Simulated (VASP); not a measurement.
P: relaxation of shape and atoms at fixed volume with PBEsol+D3(BJ)

Crystal: P.

```
P
1.0
     1.64464    0.94953    2.69017
    -1.64464    0.94953    2.69017
     0.00000   -1.89906    2.69017
P
2
Direct
  0.24130 0.24130 0.24130
  0.75870 0.75870 0.75870
```

This isn't the form of P at room conditions, which is orthorhombic.

The cell isn't the ideal one: a relaxed cell with its volume scaled by 0.91.

| Quantity | Value |
| --- | --- |
| Program | VASP 6.6.1 |
| Task | relaxation of shape and atoms at fixed volume |
| Functional | PBEsol |
| Dispersion | D3(BJ) |
| Potentials or basis | VASP PAW PBE potentials, release 64 (P) |
| Cutoff | 520 eV |
| k mesh | 15 × 15 × 15 |
| Occupations | gaussian, width 0.02 eV |
| Spin | no spin polarisation |
| Further INCAR settings | ALGO = Fast; EDIFF = 1e-07; IBRION = 2; EDIFFG = -0.002; NSW = 80; ISIF = 4 |

* Energy gained by relaxing: 6.5 meV/atom
* Ionic steps: 14
* Pressure after relaxing: 13.5 GPa
* Band gap on the k mesh: none (metal or under the smearing width)
* Dispersion energy per atom: -0.451 eV

Step by step:
| step | energy change (eV) | largest force (eV/Å) | pressure (GPa) | volume (Å³) |
| --- | --- | --- | --- | --- |
| 1 | 0.0000 | 0.3421 | 15.29 | 25.21 |
| 2 | -0.0085 | 0.1649 | 14.83 | 25.21 |
| 3 | -0.0113 | 0.0580 | 14.32 | 25.21 |
| 4 | -0.0118 | 0.0234 | 14.06 | 25.21 |
| 5 | -0.0119 | 0.0211 | 13.88 | 25.21 |
| 6 | -0.0122 | 0.0286 | 13.66 | 25.21 |
| 7 | -0.0126 | 0.0017 | 13.50 | 25.21 |
| 8 | -0.0126 | 0.0067 | 13.51 | 25.21 |
| 9 | -0.0129 | 0.0079 | 13.49 | 25.21 |
| 10 | -0.0130 | 0.0060 | 13.46 | 25.21 |
| 11 | -0.0130 | 0.0069 | 13.46 | 25.21 |
| 12 | -0.0130 | 0.0065 | 13.46 | 25.21 |
| 13 | -0.0130 | 0.0042 | 13.45 | 25.21 |
| 14 | -0.0130 | 0.0002 | 13.45 | 25.21 |

Final structure:
```cif
data_structure
_symmetry_space_group_name_H-M 'P 1'
_symmetry_Int_Tables_number 1
_cell_length_a 3.2915
_cell_length_b 3.2915
_cell_length_c 3.2915
_cell_angle_alpha 59.986
_cell_angle_beta 59.986
_cell_angle_gamma 59.986
_cell_volume 25.21
loop_
_atom_site_label
_atom_site_type_symbol
_atom_site_fract_x
_atom_site_fract_y
_atom_site_fract_z
_atom_site_occupancy
P1 P 0.25000 0.25000 0.25000 1
P2 P 0.75000 0.75000 0.75000 1
```

Levels at points of the mesh, in eV from the Fermi level:
```csv
k point,band 3,band 4,band 5,band 6,band 7,band 8
"(0.00, 0.00, 0.00)",-2.44,-2.44,0.07,4.00,4.01,4.01
```

Wall time 8.1 min on 1 thread of AMD EPYC 7R43 64-Core Processor (Zen 3), with other jobs on the host, peak memory 0.15 GiB.

Caveat: the PAW data sets were made with another functional, which shifts forces and pressure a little; pairwise dispersion overbinds metals, which lowers pressure and volume.
